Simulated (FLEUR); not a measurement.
BaF2 (Frankdicksonite) under changes of volume

One of the cells (19.862 Å³/atom); the others are scaled copies at fixed shape and fractional positions:

```
CELL_PARAMETERS angstrom
0.00000 3.10005 3.10005
3.10005 0.00000 3.10005
3.10005 3.10005 0.00000
ATOMIC_POSITIONS crystal
Ba 0.00000 0.00000 0.00000
F 0.75000 0.75000 0.75000
F 0.25000 0.25000 0.25000
```

* Program: FLEUR MaX-R8.1 (later development tree)
* Functional: r2SCAN
* Potentials or basis: all-electron
* Basis: FLAPW
* Kmax: 4.1 1/bohr
* k mesh: 8 × 8 × 8
* Occupations: fermi-dirac, width 0.05 eV
* Spin: no spin polarisation

```csv
volume (Å³/atom),energy over the lowest point (meV/atom),gap on the mesh (eV)
18.670,?,?
19.067,5.29,7.43
19.862,0.00,7.25
20.656,5.60,7.07
21.053,11.86,6.98
```

Question: What does the run at 18.670 Å³/atom give?

Answer: Energy over the lowest point 13.33 meV/atom; gap on the mesh 7.52 eV.

Worked out: A Birch-Murnaghan fit of order 2 (a polynomial in V^(-2/3)) to the other rows has its minimum at 19.82 Å³/atom with B0 = V·E''(V) = 55 GPa. It gives 12.76 meV/atom at 18.670 Å³/atom, against the run's 13.33. A straight line through the other rows of the gap, of slope -4.54 eV per unit of ln V, extrapolates to 7.53 eV, against the run's 7.52.

Energies are extrapolated to zero smearing.

Caveats: the meta-GGA is that of a development version, with a GGA for the radial functions and cores and without core tails; spin-orbit coupling is left out, which moves the levels of the heavy elements.

A mesh can miss the band edges.
